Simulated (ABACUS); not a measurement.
# MgTe (F-43m) in ABACUS: equation of state

Aim: energy against volume of MgTe in PBE, for its equilibrium volume and stiffness.

Program: ABACUS 3.10.1. These are calculated values, not measurements. Logs are shortened: lines on timing, memory, paths and dates and some standing lists are left out, and cuts for length are marked.

### Step 1. The crystal as given

Symmetry: F-43m, No. 216, cubic system. The conventional cell has a = 6.464 Å, b = 6.464 Å, c = 6.464 Å, α = 90.00°, β = 90.00°, γ = 90.00°. Te (site symmetry -43m) is surrounded by 4 Mg at 2.80 Å. Around Mg (site symmetry -43m) lie 4 Te at 2.80 Å.

The cell comes from a database or a generator and needn't be the stable form of this composition.

### Step 2. Equation of state, PBE, 31.74 Å³/atom (volume scaled by 0.94)

Input file INPUT:

```
INPUT_PARAMETERS
suffix              MgTe
calculation         scf
basis_type          pw
pseudo_dir          ./
symmetry            1
dft_functional      pbe
ecutwfc             84
pseudo_rcut         10
nspin               1
nbands              17
ks_solver           dav
smearing_method     fd
smearing_sigma      0.00367493
scf_thr             1e-08
scf_nmax            100
mixing_type         broyden
mixing_beta         0.7
cal_force           1
cal_stress          1
kpar                4
```

Input file STRU:

```
ATOMIC_SPECIES
Te 127.6000 Te.upf
Mg 24.3050 Mg.upf

LATTICE_CONSTANT
1.8897261246

LATTICE_VECTORS
0.0000000000 3.1660211513 3.1660211513
3.1660211513 0.0000000000 3.1660211513
3.1660211513 3.1660211513 0.0000000000

ATOMIC_POSITIONS
Direct

Te
0.0
1
0.2500000000 0.2500000000 0.2500000000 1 1 1

Mg
0.0
1
0.0000000000 0.0000000000 0.0000000000 1 1 1
```

Input file KPT:

```
K_POINTS
0
Gamma
7 7 7 0 0 0
```

Potentials or basis: PseudoDojo NC SR 0.4.1 PBE standard, plane waves.

On the command line:

```console
$ OMP_NUM_THREADS=1 mpirun -np 4 abacus > log
```

running log:

```text
ABACUS v3.10.1

               Atomic-orbital Based Ab-initio Computation at UStc

 ------------------------------------------------------------------------------------

 READING GENERAL INFORMATION
                           global_out_dir = OUT.MgTe/
                           global_in_card = INPUT
                               pseudo_dir = ./
                              orbital_dir =
                                    DSIZE = 4
                                    GSIZE = 1

 READING UNITCELL INFORMATION
                                    ntype = 2
                  lattice constant (Bohr) = 1.88973
              lattice constant (Angstrom) = 1

 READING ATOM TYPE 1
                               atom label = Te
                      L=0, number of zeta = 1
                      L=1, number of zeta = 1
                      L=2, number of zeta = 1
             number of atom for this type = 1

 READING ATOM TYPE 2
                               atom label = Mg
                      L=0, number of zeta = 1
                      L=1, number of zeta = 1
                      L=2, number of zeta = 1
             number of atom for this type = 1

                        TOTAL ATOM NUMBER = 2
DIRECT COORDINATES
    atom                   x                   y                   z     mag                  vx                  vy                  vz
taud_Te1            0.2500000000        0.2500000000        0.2500000000  0.0000        0.0000000000        0.0000000000        0.0000000000
taud_Mg1            0.0000000000        0.0000000000        0.0000000000  0.0000        0.0000000000        0.0000000000        0.0000000000

                          Volume (Bohr^3) = 428.32
                             Volume (A^3) = 63.4704

 Lattice vectors: (Cartesian coordinate: in unit of a_0)
                   +0            +3.16602            +3.16602
             +3.16602                  +0            +3.16602
             +3.16602            +3.16602                  +0
 Reciprocal vectors: (Cartesian coordinate: in unit of 2 pi/a_0)
            -0.157927           +0.157927           +0.157927
            +0.157927           -0.157927           +0.157927
            +0.157927           +0.157927           -0.157927
 The esolver type has been set to : ksdft_pw

                PAO radial cut off (Bohr) = 10

 Read in pseudopotential file is Te.upf
                     pseudopotential type = NC
          exchange-correlation functional = PBE
                 nonlocal core correction = 1
                        valence electrons = 16
                                     lmax = 2
                           number of zeta = 3
                     number of projectors = 6
                           L of projector = 0
                           L of projector = 0
                           L of projector = 1
                           L of projector = 1
                           L of projector = 2
                           L of projector = 2
                PAO radial cut off (Bohr) = 10

 Read in pseudopotential file is Mg.upf
                     pseudopotential type = NC
          exchange-correlation functional = PBE
                 nonlocal core correction = 0
                        valence electrons = 10
                                     lmax = 1
                           number of zeta = 3
                     number of projectors = 4
                           L of projector = 0
                           L of projector = 0
                           L of projector = 1
                           L of projector = 1
     initial pseudo atomic orbital number = 14

 SETUP THE ELECTRONS NUMBER
            electron number of element Te = 16
      total electron number of element Te = 16
            electron number of element Mg = 10
      total electron number of element Mg = 10
            AUTOSET number of electrons:  = 26
                           occupied bands = 13
                                   NBANDS = 17
                                   NLOCAL = 18

%%%%%%%%%%%%%%%%%%%%%%%%%%%%%%%%%%%%%%%%%%%%%%%%%%%%%%%%%%%%%%%%%%%%%%%%%%%%%%%%%%%%%%%%%%%%%%%%%%%%%%%%%%
 Warning: the number of valence electrons in pseudopotential > 6 for Te: [Kr] 4d10 5s2 5p4
 Warning: the number of valence electrons in pseudopotential > 2 for Mg: [Ne] 3s2
 Pseudopotentials with additional electrons can yield (more) accurate outcomes, but may be less efficient.
 If you're confident that your chosen pseudopotential is appropriate, you can safely ignore this warning.
%%%%%%%%%%%%%%%%%%%%%%%%%%%%%%%%%%%%%%%%%%%%%%%%%%%%%%%%%%%%%%%%%%%%%%%%%%%%%%%%%%%%%%%%%%%%%%%%%%%%%%%%%%

 SETUP THE PLANE WAVE BASIS
 energy cutoff for charge/potential (unit:Ry) = 336
            fft grid for charge/potential = [ 50, 50, 50 ]
                        fft grid division = [ 1, 1, 1 ]
        big fft grid for charge/potential = [ 50, 50, 50 ]
                                     nbxx = 125000
                                     nrxx = 125000

 SETUP PLANE WAVES FOR CHARGE/POTENTIAL
                    number of plane waves = 44399
[... 64 lines left out ...]
                                    nspin = 1
                   Input type of k points = Monkhorst-Pack(Gamma)
                                   nkstot = 343
                       right hand lattice = 1
(for reciprocal lattice: )
                             BRAVAIS TYPE = 2
                     BRAVAIS LATTICE NAME = 02. Cubic I (body-centered)
                                    ibrav = 2
                       right hand lattice = 1
(for k-lattice: )
                             BRAVAIS TYPE = 2
                     BRAVAIS LATTICE NAME = 02. Cubic I (body-centered)
                                    ibrav = 2
                       right hand lattice = 1
                        ROTATION MATRICES = 48
                               nkstot_ibz = 20
K-POINTS REDUCTION ACCORDING TO SYMMETRY
     IBZ    DIRECT_X    DIRECT_Y    DIRECT_Z  WEIGHT  ibz2bz
       1  0.00000000  0.00000000  0.00000000  0.0029       0
       2  0.14285714  0.14285714  0.14285714  0.0233       1
       3  0.28571429  0.28571429  0.28571429  0.0233       2
       4  0.42857143  0.42857143  0.42857143  0.0233       3
       5  0.14285714  0.14285714  0.00000000  0.0175       8
       6  0.28571429  0.14285714  0.28571429  0.0700       9
[... 12 lines left out ...]
      19 -0.42857143  0.42857143  0.14285714  0.0700      74
      20 -0.28571429  0.42857143  0.28571429  0.0700      75

                               nkstot now = 20
[... K-POINTS DIRECT COORDINATES: 20 rows ...]

           k-point number in this process = 5
       minimum distributed K point number = 5
[... stars of the k points ...]

[... K-POINTS CARTESIAN COORDINATES: 5 rows ...]

[... K-POINTS DIRECT COORDINATES: 5 rows ...]

 SETUP PLANE WAVES FOR WAVE FUNCTIONS
     energy cutoff for wavefunc (unit:Ry) = 84
              fft grid for wave functions = [ 50, 50, 50 ]
                    number of plane waves = 6303
                         number of sticks = 451

 PARALLEL PW FOR WAVE FUNCTIONS
     PROC   COLUMNS(POT)             PW
        1            451           6303
 --------------- sum -------------------
        1            451           6303

 SETUP NONLOCAL PSEUDOPOTENTIALS IN PLANE WAVE BASIS
 Te non-local projectors:
 projector 1 L=0
 projector 2 L=0
 projector 3 L=1
 projector 4 L=1
 projector 5 L=2
 projector 6 L=2
 Mg non-local projectors:
 projector 1 L=0
 projector 2 L=0
 projector 3 L=1
 projector 4 L=1
      TOTAL NUMBER OF NONLOCAL PROJECTORS = 26

 Init Non-Local PseudoPotential table :
 Init Non-Local-Pseudopotential done.

                                     npwx = 5606

 Make real space PAO into reciprocal space.
       max mesh points in Pseudopotential = 1001
     dq(describe PAO in reciprocal space) = 0.01
                                    max q = 1104

 number of pseudo atomic orbitals for Te is 3
WARNING: norm of atomic wavefunction # 3 of atomic type Te is 0.999974, renormalized

 number of pseudo atomic orbitals for Mg is 3
WARNING: norm of atomic wavefunction # 3 of atomic type Mg is 0.9998, renormalized

 -------------------------------------------
 SELF-CONSISTENT
 -------------------------------------------
                                 init_chg = atomic

 PW ALGORITHM --------------- ION=   1  ELEC=   1--------------------------------

 Notice: Threshold on eigenvalues was too large.
 hsover_error=0.26 > DRHO=0.0497848
 Origin diag ethr = 0.01
 New diag ethr = 0.00019148

 Density error is 0.0502036283647
                          Error Threshold = 0.000191479940038
----------------------------------------------------------
     Energy           Rydberg                 eV
----------------------------------------------------------
 E_KohnSham     -328.6281673992      -4471.2155999265
 E_Harris       -327.6917584204      -4458.4751021564
 E_Fermi        0.4353593628         5.9233680123
----------------------------------------------------------
[... 63 lines left out ...]
 Density error is 3.6973097816e-09
                          Error Threshold = 2.32824614277e-10
----------------------------------------------------------
     Energy           Rydberg                 eV
----------------------------------------------------------
 E_KohnSham     -328.6353278203      -4471.3130224536
 E_KS(sigma->0) -328.6353278203      -4471.3130224536
 E_Harris       -328.6351796357      -4471.3110062995
 E_band         -47.8142410423       -650.5461237201
 E_one_elec     -214.1720412077      -2913.9601127152
 E_Hartree      108.5829361595       1477.3466373400
 E_xc           -65.1941491691       -887.0119049612
 E_Ewald        -157.8520736031      -2147.6876421171
 E_entropy(-TS) -0.0000000000        -0.0000000000
 E_descf        0.0000000000         0.0000000000
 E_exx          0.0000000000         0.0000000000
 E_Fermi        0.4923369686         6.6985881094
----------------------------------------------------------

 charge density convergence is achieved
 final etot is -4471.3130225 eV
 EFERMI = 6.6985881094 eV

 STATE ENERGY(eV) AND OCCUPATIONS    NSPIN == 1
 1/5 kpoint (Cartesian) = 0.0000 0.0000 0.0000 (5601 pws)
       1       -69.9696     0.00583090
       2       -36.7434     0.00583090
       3       -36.7434     0.00583090
       4       -36.7434     0.00583090
       5       -30.1414     0.00583090
       6       -30.1414     0.00583090
[... 9 lines left out ...]
      16        10.6021    7.24365e-37
[... 64 lines left out ...]
       5       -30.1416      0.0349854
       6       -30.1413      0.0349854
[... 9 lines left out ...]
      16        11.2429    1.18059e-41
      17        11.2429    1.18059e-41

------------------------------------------------------------------------------------------
 TOTAL-FORCE (eV/Angstrom)
------------------------------------------------------------------------------------------
                       Te1         0.0000000000         0.0000000000         0.0000000000
                       Mg1         0.0000000000         0.0000000000         0.0000000000
------------------------------------------------------------------------------------------

----------------------------------------------------------------
 TOTAL-STRESS (KBAR)
----------------------------------------------------------------
        33.4286384670        -0.0000000000         0.0000000000
         0.0000000000        33.4286384670        -0.0000000000
         0.0000000000        -0.0000000000        33.4286384670
----------------------------------------------------------------
 TOTAL-PRESSURE: 33.428638 KBAR

 --------------------------------------------
 !FINAL_ETOT_IS -4471.3130224536062087 eV
 --------------------------------------------
```

Run time: 10 s. Hardware: 4 MPI ranks of Intel Xeon Platinum 8259CL at 2.50GHz (Skylake/Cascade Lake), shared host; peak memory 0.48 GiB.

What came out:

- Free energy: -4471.3130 eV
- Pressure: 3.3 GPa
- Band gap on the k mesh: 2.69 eV, direct

Caveat: spin-orbit coupling is left out, which moves the levels of the heavy elements; an odd mesh through Γ misses points on the zone boundary, where band edges often lie.

### Step 3. Equation of state, PBE, 32.41 Å³/atom (volume scaled by 0.96)

INPUT is that of step 2.

Changes to STRU since step 2:

```diff
@@ -8,5 +8,5 @@
 LATTICE_VECTORS
-0.0000000000 3.1660211513 3.1660211513
-3.1660211513 0.0000000000 3.1660211513
-3.1660211513 3.1660211513 0.0000000000
+0.0000000000 3.1883178095 3.1883178095
+3.1883178095 0.0000000000 3.1883178095
+3.1883178095 3.1883178095 0.0000000000
```

KPT is that of step 2.

Potentials or basis: PseudoDojo NC SR 0.4.1 PBE standard, plane waves.

On the command line:

```console
$ OMP_NUM_THREADS=1 mpirun -np 4 abacus > log
```

Wall time 10 s (4 MPI ranks of Intel Xeon Platinum 8259CL at 2.50GHz (Skylake/Cascade Lake), shared host); peak memory 0.48 GiB.

Results (log left out):

```
Free energy            : -4471.3373 eV
Pressure               : 2.4 GPa
Band gap on the k mesh : 2.59 eV, direct
```

Caveat: spin-orbit coupling is left out, which moves the levels of the heavy elements; an odd mesh through Γ misses points on the zone boundary, where band edges often lie.

### Step 4. Equation of state, PBE, 33.09 Å³/atom (volume scaled by 0.98)

INPUT is that of step 3.

Changes to STRU since step 3:

```diff
@@ -8,5 +8,5 @@
 LATTICE_VECTORS
-0.0000000000 3.1883178095 3.1883178095
-3.1883178095 0.0000000000 3.1883178095
-3.1883178095 3.1883178095 0.0000000000
+0.0000000000 3.2103069030 3.2103069030
+3.2103069030 0.0000000000 3.2103069030
+3.2103069030 3.2103069030 0.0000000000
```

KPT is that of step 3.

On the command line:

```console
$ OMP_NUM_THREADS=1 mpirun -np 4 abacus > log
```

Wall time 13 s (4 MPI ranks of Intel Xeon Platinum 8259CL at 2.50GHz (Skylake/Cascade Lake), shared host); peak memory 0.48 GiB.

The run converged. Its results:

| Quantity | Value |
| --- | --- |
| Free energy | -4471.3539 eV |
| Pressure | 1.5 GPa |
| Band gap on the k mesh | 2.50 eV, direct |

Caveat: spin-orbit coupling is left out, which moves the levels of the heavy elements; an odd mesh through Γ misses points on the zone boundary, where band edges often lie.

### Step 5. Equation of state, PBE, 33.76 Å³/atom

INPUT is that of step 4.

Changes to STRU since step 4:

```diff
@@ -8,5 +8,5 @@
 LATTICE_VECTORS
-0.0000000000 3.2103069030 3.2103069030
-3.2103069030 0.0000000000 3.2103069030
-3.2103069030 3.2103069030 0.0000000000
+0.0000000000 3.2319988239 3.2319988239
+3.2319988239 0.0000000000 3.2319988239
+3.2319988239 3.2319988239 0.0000000000
```

KPT is that of step 4.

On the command line:

```console
$ OMP_NUM_THREADS=1 mpirun -np 4 abacus > log
```

Wall time 14 s (4 MPI ranks of Intel Xeon Platinum 8259CL at 2.50GHz (Skylake/Cascade Lake), shared host); peak memory 0.48 GiB.

It converged, with:

```
Free energy            : -4471.3636 eV
Pressure               : 0.7 GPa
Band gap on the k mesh : 2.41 eV, direct
```

Caveat: spin-orbit coupling is left out, which moves the levels of the heavy elements.

### Step 6. Equation of state, PBE, 34.44 Å³/atom (volume scaled by 1.02)

INPUT is that of step 5.

Changes to STRU since step 5:

```diff
@@ -8,5 +8,5 @@
 LATTICE_VECTORS
-0.0000000000 3.2319988239 3.2319988239
-3.2319988239 0.0000000000 3.2319988239
-3.2319988239 3.2319988239 0.0000000000
+0.0000000000 3.2534034134 3.2534034134
+3.2534034134 0.0000000000 3.2534034134
+3.2534034134 3.2534034134 0.0000000000
```

KPT is that of step 5.

Potentials or basis: PseudoDojo NC SR 0.4.1 PBE standard, plane waves.

On the command line:

```console
$ OMP_NUM_THREADS=1 mpirun -np 4 abacus > log
```

It took 13 s on 4 MPI ranks of Intel Xeon Platinum 8259CL at 2.50GHz (Skylake/Cascade Lake), shared host; peak memory 0.48 GiB.

It converged, with:

* Free energy: -4471.3671 eV
* Pressure: 0.0 GPa
* Band gap on the k mesh: 2.32 eV, direct

Caveat: spin-orbit coupling is left out, which moves the levels of the heavy elements.

### Step 7. Equation of state, PBE, 35.11 Å³/atom (volume scaled by 1.04)

INPUT is that of step 6.

Changes to STRU since step 6:

```diff
@@ -8,5 +8,5 @@
 LATTICE_VECTORS
-0.0000000000 3.2534034134 3.2534034134
-3.2534034134 0.0000000000 3.2534034134
-3.2534034134 3.2534034134 0.0000000000
+0.0000000000 3.2745300016 3.2745300016
+3.2745300016 0.0000000000 3.2745300016
+3.2745300016 3.2745300016 0.0000000000
```

KPT is that of step 6.

On the command line:

```console
$ OMP_NUM_THREADS=1 mpirun -np 4 abacus > log
```

Run time: 13 s. Hardware: 4 MPI ranks of Intel Xeon Platinum 8259CL at 2.50GHz (Skylake/Cascade Lake), shared host; peak memory 0.52 GiB.

The run converged. Its results:

| Property | Result |
| --- | --- |
| Free energy | -4471.3649 eV |
| Pressure | -0.6 GPa |
| Band gap on the k mesh | 2.24 eV, direct |

Caveat: spin-orbit coupling is left out, which moves the levels of the heavy elements.

### Step 8. Equation of state, PBE, 35.79 Å³/atom (volume scaled by 1.06)

INPUT is that of step 7.

Changes to STRU since step 7:

```diff
@@ -8,5 +8,5 @@
 LATTICE_VECTORS
-0.0000000000 3.2745300016 3.2745300016
-3.2745300016 0.0000000000 3.2745300016
-3.2745300016 3.2745300016 0.0000000000
+0.0000000000 3.2953874429 3.2953874429
+3.2953874429 0.0000000000 3.2953874429
+3.2953874429 3.2953874429 0.0000000000
```

KPT is that of step 7.

On the command line:

```console
$ OMP_NUM_THREADS=1 mpirun -np 4 abacus > log
```

Wall time 13 s (4 MPI ranks of Intel Xeon Platinum 8259CL at 2.50GHz (Skylake/Cascade Lake), shared host); peak memory 0.48 GiB.

Results (log left out):

| Quantity | Value |
| --- | --- |
| Free energy | -4471.3576 eV |
| Pressure | -1.2 GPa |
| Band gap on the k mesh | 2.16 eV, direct |

Caveat: spin-orbit coupling is left out, which moves the levels of the heavy elements.

### Step 9. Equation of state, PBE

Potentials or basis: PseudoDojo NC SR 0.4.1 PBE standard, plane waves.

This step only gathers the single runs of the series.

What came out:

```yaml
Equilibrium_volume: 34.50 Å³/atom
Bulk_modulus: 34 GPa
Pressure_derivative_of_the_bulk_modulus: 4.2
```

Energy against volume, from the lowest point:
```csv
volume (Å³/atom),energy (meV/atom)
31.735,27.02
32.410,14.87
33.086,6.59
33.761,1.73
34.436,0.00
35.111,1.09
35.787,4.74
```

Spin-orbit coupling is left out, which matters for the levels of Te.
